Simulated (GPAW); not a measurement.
Crystal: KBr.

```
Br K
1.0
     0.00000    3.30000    3.30000
     3.30000    0.00000    3.30000
     3.30000    3.30000    0.00000
Br K
1 1
Direct
  0.50000 0.50000 0.50000
  0.00000 0.00000 0.00000
```

Base run:

```yaml
Program: GPAW 26.7.0
Functional: PBE
Potentials_or_basis: GPAW PAW data sets (gpaw-data 1.2.1)
Cutoff: 600 eV
Basis: pw
k_mesh: 7 × 7 × 7
Occupations: fermi-dirac, width 0.05 eV
Spin: no spin polarisation
```

Its results: band gap on the k mesh 4.44 eV, direct; pressure 0.7 GPa.

Task: After a change of settings the same cell gave: band gap on the k mesh 4.78 eV, direct; pressure 2.1 GPa. Which change was it?
A. functional from PBE to BLYP; potentials or basis from GPAW PAW data sets (gpaw-data 1.2.1) to PAW data sets generated in the run's folder for this functional
B. functional from PBE to RPBE; potentials or basis from GPAW PAW data sets (gpaw-data 1.2.1) to the program's PAW data sets (release 1.2.1) made for this functional
C. occupations from fermi-dirac, width 0.05 eV to gaussian, width 0.012 eV
D. functional from PBE to PBEsol; potentials or basis from GPAW PAW data sets (gpaw-data 1.2.1) to PAW data sets generated in the run's folder for this functional

Result: B.
